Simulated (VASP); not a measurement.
# BeS (F-43m) in VASP: notebook

The runs below take BeS through relaxation of cell and atoms, with vdW-DF-cx, rev-vdW-DF2.

Everything below comes from runs of VASP 6.6.1. Logs are shortened: lines on timing, memory, paths and dates and some standing lists are left out, and cuts for length are marked.

## Step 1: Starting point

The structure is cubic, space group F-43m (No. 216). The conventional cell has a = 4.850 Å, b = 4.850 Å, c = 4.850 Å, α = 90.00°, β = 90.00°, γ = 90.00°. S (site symmetry -43m) has 4 Be at 2.10 Å as nearest neighbours. Around Be (site symmetry -43m) lie 4 S at 2.10 Å.

## Step 2: Relaxation of cell and atoms, vdW-DF-cx

INCAR reads:

```
  AGGAC = 0.0
  ALGO = Normal
  EDIFF = 1E-6
  EDIFFG = -0.02
  ENCUT = 600
  GGA = CX
  IBRION = 2
  ISIF = 3
  ISMEAR = -1
  LASPH = T
  LCHARG = F
  LREAL = F
  LUSE_VDW = T
  LWAVE = F
  NELM = 100
  NSW = 40
  PREC = Accurate
  SIGMA = 0.05
```

KPOINTS reads:

```
k-points
0
Gamma
  9 9 9
```

POSCAR reads:

```
BeS
1.0
    0.0000000000      2.4250000000      2.4250000000
    2.4250000000      0.0000000000      2.4250000000
    2.4250000000      2.4250000000      0.0000000000
S Be
1 1
Direct
    0.7500000000      0.7500000000      0.7500000000
    0.0000000000      0.0000000000      0.0000000000
```

Potentials or basis: VASP PAW PBE potentials, release 64 (S, Be).

Command:

```bash
cat potpaw_PBE.64/S/POTCAR potpaw_PBE.64/Be/POTCAR > POTCAR
mpirun -np 1 vasp_std > vasp.out
```

OUTCAR:

```text
EDIFF = 1E-6
   EDIFFG = -0.02
   ENCUT = 600
   GGA = CX
   IBRION = 2
   ISIF = 3
   ISMEAR = -1
   LASPH = T
   LREAL = F
   NELM = 100
   NSW = 40
   PREC = Accurate

 ion  position               nearest neighbor table
   1  0.750  0.750  0.750-   2 2.10   2 2.10   2 2.10   2 2.10
   2  0.000  0.000  0.000-   1 2.10   1 2.10   1 2.10   1 2.10

  LATTYP: Found a face centered cubic cell.
 ALAT       =     4.8500000000

  Lattice vectors:

 A1 = (   0.0000000000,   2.4250000000,   2.4250000000)
 A2 = (   2.4250000000,   0.0000000000,   2.4250000000)
 A3 = (   2.4250000000,   2.4250000000,   0.0000000000)

Analysis of symmetry for initial positions (statically):
=====================================================================
 Subroutine PRICEL returns:
 Original cell was already a primitive cell.

 Routine SETGRP: Setting up the symmetry group for a
 face centered cubic supercell.

 Subroutine GETGRP returns: Found 24 space group operations
 (whereof 24 operations were pure point group operations)
 out of a pool of 48 trial point group operations.

The static configuration has the point symmetry T_d .

Analysis of symmetry for dynamics (positions and initial velocities):
=====================================================================
 Subroutine PRICEL returns:
 Original cell was already a primitive cell.

 Routine SETGRP: Setting up the symmetry group for a
 face centered cubic supercell.

 Subroutine GETGRP returns: Found 24 space group operations
 (whereof 24 operations were pure point group operations)
 out of a pool of 48 trial point group operations.

The dynamic configuration has the point symmetry T_d .

 Subroutine INISYM returns: Found 24 space group operations
 (whereof 24 operations are pure point group operations),
 and found     1 'primitive' translations

----------------------------------------------------------------------------------------

                                     Primitive cell

  volume of cell :      28.5210

  direct lattice vectors                    reciprocal lattice vectors
     0.000000000  2.425000000  2.425000000    -0.206185567  0.206185567  0.206185567
     2.425000000  0.000000000  2.425000000     0.206185567 -0.206185567  0.206185567
     2.425000000  2.425000000  0.000000000     0.206185567  0.206185567 -0.206185567

  length of vectors
     3.429467889  3.429467889  3.429467889     0.357123878  0.357123878  0.357123878

  position of ions in fractional coordinates (direct lattice)
     0.750000000  0.750000000  0.750000000
     0.000000000  0.000000000  0.000000000

  ion indices of the primitive-cell ions
   primitive index   ion index
                 1           1
                 2           2

----------------------------------------------------------------------------------------

 KPOINTS: k-points

Automatic generation of k-mesh.
 Grid dimensions read from file:
 generate k-points for:    9    9    9

 Generating k-lattice:

  Cartesian coordinates                     Fractional coordinates (reciprocal lattice)
    -0.022909507  0.022909507  0.022909507     0.111111111  0.000000000  0.000000000
     0.022909507 -0.022909507  0.022909507     0.000000000  0.111111111  0.000000000
     0.022909507  0.022909507 -0.022909507     0.000000000  0.000000000  0.111111111

  Length of vectors
     0.039680431  0.039680431  0.039680431

  Shift w.r.t. Gamma in fractional coordinates (k-lattice)
     0.000000000  0.000000000  0.000000000

 Subroutine IBZKPT returns following result:
 ===========================================

 Found     35 irreducible k-points:

 Following reciprocal coordinates:
            Coordinates               Weight
  0.000000  0.000000  0.000000      1.000000
  0.111111  0.000000  0.000000      8.000000
  0.222222  0.000000  0.000000      8.000000
  0.333333  0.000000  0.000000      8.000000
  0.444444  0.000000  0.000000      8.000000
  0.111111  0.111111  0.000000      6.000000
[... 16 lines left out ...]
 -0.333333  0.333333  0.000000     12.000000
  0.444444  0.444444  0.000000      6.000000
 [... further k-points ...]
   k-points           NKPTS =     35   k-points in BZ     NKDIM =     35   number of bands    NBANDS=      8
   number of dos      NEDOS =    301   number of ions     NIONS =      2
   total plane-waves  NPLWV =  21952
   dimension x,y,z NGX =    28 NGY =   28 NGZ =   28
   dimension x,y,z NGXF=    56 NGYF=   56 NGZF=   56
   ions per type =               1   1
   NGX,Y,Z   is equivalent  to a cutoff of  13.57, 13.57, 13.57 a.u.
   NGXF,Y,Z  is equivalent  to a cutoff of  27.15, 27.15, 27.15 a.u.
 SYSTEM =  unknown system
   PREC   = accura    normal or accurate (medium, high low for compatibility)
   ISTART =      0    job   : 0-new  1-cont  2-samecut
   ICHARG =      2    charge: 1-file 2-atom 10-const
   ISPIN  =      1    spin polarized calculation?
   LNONCOLLINEAR =      F non collinear calculations
   LSORBIT =      F    spin-orbit coupling
   LASPH  =      T    aspherical Exc in radial PAW
   ENCUT  =  600.0 eV  44.10 Ry    6.64 a.u.   6.85  6.85  6.85*2*pi/ulx,y,z
   NELM   =    100;   NELMIN=  2; NELMDL= -5     # of ELM steps
   EDIFF  = 0.1E-05   stopping-criterion for ELM
   LREAL  =      F    real-space projection
   EDIFFG = -.2E-01   stopping-criterion for IOM
   NSW    =     40    number of steps for IOM
   IBRION =      2    ionic relax: 0-MD 1-quasi-New 2-CG
   NFREE  =      1    steps in history (QN), initial steepest desc. (CG)
   ISIF   =      3    stress and relaxation
   ISYM   =      2    0-nonsym 1-usesym 2-fastsym
   POTIM  = 0.5000    time-step for ionic-motion
   TEBEG  =    0.0;   TEEND  =   0.0 temperature during run
   PSTRESS=    0.0 pullay stress
   NELECT =       8.0000    total number of electrons
   NUPDOWN=      -1.0000    fix difference up-down
   EMIN   =  10.00;   EMAX   =-10.00  energy-range for DOS
   EFERMI =   0.00;   METHOD = LEGACY
   ISMEAR =    -1;   SIGMA  =   0.05  broadening in eV -4-tet -1-fermi 0-gaus
   EFERMI_NEDOS =   21; number of points for ismear=-14 and -15
   IALGO  =     38    algorithm
   IMIX   =      4    mixing-type and parameters
     AMIX     =   0.40;   BMIX     =  1.00
     AMIX_MAG =   1.60;   BMIX_MAG =  1.00
  volume/ion in A,a.u.               =      14.26        96.23
  Fermi-wavevector in a.u.,A,eV,Ry     =   1.071642  2.025110 15.625158  1.148417
  Thomas-Fermi vector in A             =   2.207388
   LORBIT       =      0    0 simple, 1 ext, 2 COOP (PROOUT), +10 PAW based schemes
   GGA     = CX    functional components
   LHFCALC =     F    Hartree Fock is set to
   AEXX    =    0.0000 exact exchange contribution
   IVDW_NL    =     1    kernel type
   BPARAM     = 6.3000
   IVDW    =     0    specifies the selected vdW correction
   LEPSILON=     F    determine dielectric tensor
   LRPA    =     F    only Hartree local field effects (RPA)
 conjugate gradient relaxation of ions
 non-spin polarized calculation
  energy-cutoff  :      600.00
  volume of cell :       28.52
 maximum number of plane-waves:       963
   NGX = 13   NGY = 13   NGZ = 13

--------------------------------------- Ionic step        1  -------------------------------------------

 number of electron       7.9999999 magnetization

 Free energy of the ion-electron system (eV)
  ---------------------------------------------------
  ext. energy  EPLUGINS =         0.00000000
  ---------------------------------------------------
  free energy    TOTEN  =        -8.21816639 eV

  energy without entropy =       -8.21816639  energy(sigma->0) =       -8.21816639

------------------------ aborting loop because EDIFF is reached ----------------------------------------

  FORCE on cell =-STRESS in cart. coord.  units (eV):
  Direction    XX          YY          ZZ          XY          YZ          ZX
  --------------------------------------------------------------------------------------
  -------------------------------------------------------------------------------------
  Total        0.1959575      0.1959575      0.1959575      0.0000000     -0.0000000      0.0000000
  in kB       11.0079698     11.0079698     11.0079698      0.0000000     -0.0000000      0.0000000
  external PRESSURE =      11.0079698 kB  Pullay stress =       0.0000000 kB
[... 61 lines left out ...]
Total vdW correction in eV:      0.9673897

--------------------------------------- Ionic step        3  -------------------------------------------

 number of electron       7.9999999 magnetization

 Free energy of the ion-electron system (eV)
  ---------------------------------------------------
  ext. energy  EPLUGINS =         0.00000000
  ---------------------------------------------------
  free energy    TOTEN  =        -8.21926674 eV

  energy without entropy =       -8.21926674  energy(sigma->0) =       -8.21926674

 E-fermi :   5.0821     XC(G=0):  -9.7611

 val. band max:        4.0637550888   @ k =   0.0000   0.0000   0.0000
 cond. band min:       7.2327155370   @ k =   0.4444   0.4444   0.0000
 fundamental gap:      3.1689604482
 Fermi energy:         5.0821011590

 k-point     1 :       0.0000    0.0000    0.0000
  band No.  band energies     occupation
      1      -9.5409      2.00000
      2       4.0638      2.00000
      3       4.0638      2.00000
      4       4.0638      2.00000
      5       9.7874      0.00000
      6       9.7874      0.00000
      7       9.7874      0.00000
      8       9.8299      0.00000
[... 243 lines left out ...]
 k-point    24 :       0.4444    0.4444    0.0000
  band No.  band energies     occupation
      1      -7.5037      2.00000
      2      -0.7617      2.00000
      3       1.5160      2.00000
      4       1.5160      2.00000
      5       7.2327      0.00000
      6       9.0435      0.00000
      7      16.4239      0.00000
      8      16.4239      0.00000

 [... further k-points ...]

------------------------ aborting loop because EDIFF is reached ----------------------------------------

  FORCE on cell =-STRESS in cart. coord.  units (eV):
  Direction    XX          YY          ZZ          XY          YZ          ZX
  --------------------------------------------------------------------------------------
  -------------------------------------------------------------------------------------
  Total       -0.0007432     -0.0007432     -0.0007432      0.0000000      0.0000000     -0.0000000
  in kB       -0.0412764     -0.0412764     -0.0412764      0.0000000      0.0000000     -0.0000000
  external PRESSURE =      -0.0412764 kB  Pullay stress =       0.0000000 kB
[... 17 lines left out ...]
  FREE ENERGIE OF THE ION-ELECTRON SYSTEM (eV)
  ---------------------------------------------------
  free  energy   TOTEN  =        -8.2192667398 eV

  energy  without entropy=       -8.2192667398  energy(sigma->0) =       -8.21926674

Total vdW correction in eV:      0.9657386

 reached required accuracy - stopping structural energy minimisation
```

Wall time 55 s (1 thread of Intel Xeon Platinum 8488C (Sapphire Rapids), shared host); peak memory 0.31 GiB.

Results:

```yaml
Free_energy: -8.2193 eV
Relaxed_volume: 14.42 Å³/atom
Relaxed_cell: a = 3.442 Å, b = 3.442 Å, c = 3.442 Å, α = 60.00°, β = 60.00°, γ = 60.00°
Space_group_after_relaxing_to_0.05_Å: F-43m (No. 216)
Energy_gained_by_relaxing: 0.6 meV/atom
Ionic_steps: 3
Pressure_after_relaxing: 0.0 GPa
Band_gap_on_the_k_mesh: 3.17 eV, indirect (least direct gap 5.72 eV)
```

The path:
| step | energy change (eV) | largest force (eV/Å) | pressure (GPa) | volume (Å³) |
| --- | --- | --- | --- | --- |
| 1 | 0.0000 | 0.0000 | 1.10 | 28.52 |
| 2 | -0.0010 | 0.0000 | -0.26 | 28.93 |
| 3 | -0.0011 | 0.0000 | 0.00 | 28.85 |

Final structure:
```xyz
2
Lattice="0.0000 2.4342 2.4342 2.4342 0.0000 2.4342 2.4342 2.4342 0.0000" Properties=species:S:1:pos:R:3 pbc="T T T"
S     3.6513    3.6513    3.6513
Be    0.0000    0.0000    0.0000
```

Levels at points of the mesh, in eV from the valence-band top:
```csv
k point,band 2,band 3,band 4,band 5,band 6,band 7
"(0.00, 0.00, 0.00)",0.00,0.00,0.00,5.72,5.72,5.72
```

Caveat: the PAW data sets were made with another functional, which shifts forces and pressure a little; an odd mesh through Γ misses points on the zone boundary, where band edges often lie. Zero-point motion and thermal expansion aren't in these numbers.

## Step 3: Relaxation of cell and atoms, rev-vdW-DF2

Edit INCAR of step 2 so:

```diff
@@ -5,3 +5,3 @@
   ENCUT = 600
-  GGA = CX
+  GGA = MK
   IBRION = 2
@@ -16,3 +16,6 @@
   NSW = 40
+  PARAM1 = 0.1234
+  PARAM2 = 0.711357
   PREC = Accurate
   SIGMA = 0.05
+  ZAB_VDW = -1.8867
```

KPOINTS is that of step 2.

POSCAR is that of step 2.

Potentials or basis: VASP PAW PBE potentials, release 64 (S, Be).

Command:

```bash
cat potpaw_PBE.64/S/POTCAR potpaw_PBE.64/Be/POTCAR > POTCAR
mpirun -np 1 vasp_std > vasp.out
```

OUTCAR:

```text
EDIFF = 1E-6
   EDIFFG = -0.02
   ENCUT = 600
   GGA = MK
   IBRION = 2
   ISIF = 3
   ISMEAR = -1
   LASPH = T
   LREAL = F
   NELM = 100
   NSW = 40
   PREC = Accurate

 ion  position               nearest neighbor table
   1  0.750  0.750  0.750-   2 2.10   2 2.10   2 2.10   2 2.10
   2  0.000  0.000  0.000-   1 2.10   1 2.10   1 2.10   1 2.10

  LATTYP: Found a face centered cubic cell.
 ALAT       =     4.8500000000

  Lattice vectors:
[... 505 lines left out ...]

  FORCE on cell =-STRESS in cart. coord.  units (eV):
  Direction    XX          YY          ZZ          XY          YZ          ZX
  --------------------------------------------------------------------------------------
  -------------------------------------------------------------------------------------
  Total       -0.0355248     -0.0355248     -0.0355248      0.0000000     -0.0000000     -0.0000000
  in kB       -1.9756540     -1.9756540     -1.9756540      0.0000000     -0.0000000     -0.0000000
  external PRESSURE =      -1.9756540 kB  Pullay stress =       0.0000000 kB

 VOLUME and BASIS-vectors are now :
 -----------------------------------------------------------------------------
  energy-cutoff  :      600.00
  volume of cell :       28.81
      direct lattice vectors                 reciprocal lattice vectors
     0.000000000  2.433139971  2.433139971    -0.205495782  0.205495782  0.205495782
     2.433139971 -0.000000000  2.433139971     0.205495782 -0.205495782  0.205495782
     2.433139971  2.433139971 -0.000000000     0.205495782  0.205495782 -0.205495782

 POSITION                                       TOTAL-FORCE (eV/Angst)
 -----------------------------------------------------------------------------------
      3.64971      3.64971      3.64971         0.000000      0.000000      0.000000
      2.43314      2.43314     -0.00000        -0.000000     -0.000000     -0.000000
 -----------------------------------------------------------------------------------
    total drift:                                0.000000      0.000000      0.000000

  FREE ENERGIE OF THE ION-ELECTRON SYSTEM (eV)
  ---------------------------------------------------
  free  energy   TOTEN  =        -8.4616298686 eV

  energy  without entropy=       -8.4616298686  energy(sigma->0) =       -8.46162987

Total vdW correction in eV:      0.9404494

 reached required accuracy - stopping structural energy minimisation
```

OSZICAR:

```text
N       E                     dE             d eps       ncg     rms          rms(c)
DAV:   1     0.256517280555E+02    0.25652E+02   -0.43933E+03   568   0.972E+02
DAV:   2    -0.779997786552E+01   -0.33452E+02   -0.32088E+02   856   0.133E+02
DAV:   3    -0.863486311640E+01   -0.83489E+00   -0.83489E+00   656   0.272E+01
DAV:   4    -0.863847534045E+01   -0.36122E-02   -0.36122E-02   944   0.199E+00
DAV:   5    -0.863848109911E+01   -0.57587E-05   -0.57587E-05   704   0.585E-02    0.539E+00
DAV:   6    -0.850236418294E+01    0.13612E+00   -0.18071E-01   592   0.244E+00    0.381E+00
DAV:   7    -0.846065226567E+01    0.41712E-01   -0.14526E-01   776   0.242E+00    0.124E+00
DAV:   8    -0.846112731780E+01   -0.47505E-03   -0.78017E-03   752   0.570E-01    0.164E-01
DAV:   9    -0.846109716423E+01    0.30154E-04   -0.44298E-04   648   0.176E-01    0.252E-02
DAV:  10    -0.846111946628E+01   -0.22302E-04   -0.66388E-05   816   0.641E-02    0.903E-03
DAV:  11    -0.846111980320E+01   -0.33692E-06   -0.87013E-06   648   0.188E-02
   1 F= -.84611198E+01 E0= -.84611198E+01  d E =-.846112E+01
       N       E                     dE             d eps       ncg     rms          rms(c)
DAV:   1    -0.846434566814E+01   -0.32262E-02   -0.57770E-02   576   0.162E+00    0.432E-01
DAV:   2    -0.846193274201E+01    0.24129E-02   -0.69444E-03   656   0.482E-01    0.154E-01
DAV:   3    -0.846165406600E+01    0.27868E-03   -0.14432E-03   720   0.219E-01    0.888E-02
DAV:   4    -0.846164431700E+01    0.97490E-05   -0.14717E-05   592   0.337E-02    0.710E-02
DAV:   5    -0.846162964201E+01    0.14675E-04   -0.18747E-05   672   0.323E-02    0.127E-02
DAV:   6    -0.846162986863E+01   -0.22662E-06   -0.44922E-07   304   0.637E-03
   2 F= -.84616299E+01 E0= -.84616299E+01  d E =-.510065E-03
```

CONTCAR:

```text
BeS
   1.00000000000000
     0.0000000000000000    2.4331399709066837    2.4331399709066837
     2.4331399709066837   -0.0000000000000000    2.4331399709066837
     2.4331399709066837    2.4331399709066837   -0.0000000000000000
  S               Be
     1     1
Direct
     0.7500000000000000    0.7500000000000000    0.7500000000000000
     0.0000000000000000    0.0000000000000000    1.0000000000000000

  0.00000000E+00  0.00000000E+00  0.00000000E+00
  0.00000000E+00  0.00000000E+00  0.00000000E+00
```

It took 40 s on 1 thread of Intel Xeon Platinum 8488C (Sapphire Rapids), shared host; peak memory 0.31 GiB.

What came out:

```yaml
Free_energy: -8.4616 eV
Relaxed_volume: 14.40 Å³/atom
Relaxed_cell: a = 3.441 Å, b = 3.441 Å, c = 3.441 Å, α = 60.00°, β = 60.00°, γ = 60.00°
Space_group_after_relaxing_to_0.05_Å: F-43m (No. 216)
Energy_gained_by_relaxing: 0.3 meV/atom
Ionic_steps: 2
Pressure_after_relaxing: -0.2 GPa
Band_gap_on_the_k_mesh: 3.21 eV, indirect (least direct gap 5.71 eV)
```

Step by step:
| step | energy change (eV) | largest force (eV/Å) | pressure (GPa) | volume (Å³) |
| --- | --- | --- | --- | --- |
| 1 | 0.0000 | 0.0000 | 0.78 | 28.52 |
| 2 | -0.0005 | 0.0000 | -0.20 | 28.81 |

Final structure:
```yaml
crystal:
  lattice:
    - [0.00000, 2.43314, 2.43314]
    - [2.43314, 0.00000, 2.43314]
    - [2.43314, 2.43314, 0.00000]
  atoms:
    - { symbol: S, position: [0.75000, 0.75000, 0.75000] }
    - { symbol: Be, position: [0.00000, 0.00000, 0.00000] }
```

Caveat: the PAW data sets were made with another functional, which shifts forces and pressure a little; an odd mesh through Γ misses points on the zone boundary, where band edges often lie. Zero-point motion and thermal expansion aren't in these numbers.
